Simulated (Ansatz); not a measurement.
**TiNi under changes of volume**

One of the cells (13.340 Å³/atom); the others are scaled copies at fixed shape and fractional positions:

```xyz
2
Lattice="2.9881 0.0000 0.0000 0.0000 2.9881 0.0000 0.0000 0.0000 2.9881" Properties=species:S:1:pos:R:3 pbc="T T T"
Ni    0.0000    0.0000    0.0000
Ti    1.4940    1.4940    1.4940
```

The cell comes from a database or a generator and needn't be the stable form of this composition.

| Item | Value |
| --- | --- |
| Program | Ansatz 0.2.0 |
| Functional | PBEsol |
| Potentials or basis | Ansatz PAW |
| Cutoff | 420 eV (not typed: the program's choice for these potentials) |
| k mesh | 9 × 9 × 9 |
| Occupations | fermi-dirac, width 0.05 eV |
| Spin | collinear spin, ferromagnetic start |
| Starting moments | [1.0, 1.0] μB |

```csv
volume (Å³/atom),energy over the lowest point (meV/atom),pressure (GPa)
12.539,13.83,8.4
12.806,?,?
13.073,0.00,0.4
13.340,2.46,-3.1
13.606,10.34,-6.1
13.873,23.09,-8.9
14.140,40.21,-11.4
```

What does the run at 12.806 Å³/atom give?

Energy over the lowest point 3.56 meV/atom; pressure 4.2 GPa.

Worked out: A Birch-Murnaghan fit of order 3 (a polynomial in V^(-2/3)) to the other rows has its minimum at 13.09 Å³/atom with B0 = V·E''(V) = 176 GPa and B' = 4.3. It gives 3.55 meV/atom at 12.806 Å³/atom, against the run's 3.56, and -dE/dV = 4.1 GPa, against 4.2.

Energies are extrapolated to zero smearing.

Caveats: the PAW data sets come from PBE, with cores solved anew for the run's functional, which leaves a small shift of forces and pressure; the starting moments weren't kept.
